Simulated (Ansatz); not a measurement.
## 27Al NMR of the central transition in AlN

Cell: an entry of the Crystallography Open Database (COD), atoms as given.

```
Al N
1.0
     3.11000    0.00000    0.00000
    -1.55500    2.69334    0.00000
     0.00000    0.00000    4.98000
Al N
2 2
Cartesian
  1.5550 0.8978 0.0000
  0.0000 1.7956 2.4900
  1.5550 0.8978 1.9024
  0.0000 1.7956 4.3924
```

Sites (sets of like atoms) are named by element and the number of their first atom in this list.

All values are calculated (Ansatz; DFT, PBE, plane waves and PAW, scalar-relativistic, 420 eV cutoff, Γ-centred 11×11×6 k-points, Fermi–Dirac smearing 0.02 eV), not measured.

27Al has I = 5/2 and Q = 146.6 mb (Pyykkö 2018); at 7.05 T its Larmor frequency is ν₀ = 78.3 MHz. Only the quadrupole interaction is simulated: positions count from each site's isotropic chemical shift, and J coupling is left out, as are shift anisotropy and dipolar coupling, which fast spinning averages.

Problem. What does the 27Al spectrum (fast magic-angle spinning) show for each site?

Solution. 

```json
{"site": "Al", "first shell": "4 N at 1.89–1.90 Å; also 1 N at 3.08 Å", "C_Q (MHz)": "1.79", "η": "0.00", "P_Q (MHz)": "1.79", "δ_QIS (ppm)": "-3.15", "breadth (kHz)": "0.529"}
```

δ_QIS = −(ν_Q²/30ν₀²)[I(I+1) − 3/4](1 + η²/3) × 10⁶ ppm with ν_Q = 3|C_Q|/[2I(2I−1)]; it falls as 1/B₀² in ppm, and the breadth as 1/B₀ in kHz.

An axis of threefold or higher order runs through Al, so V_zz lies along it and η is zero.
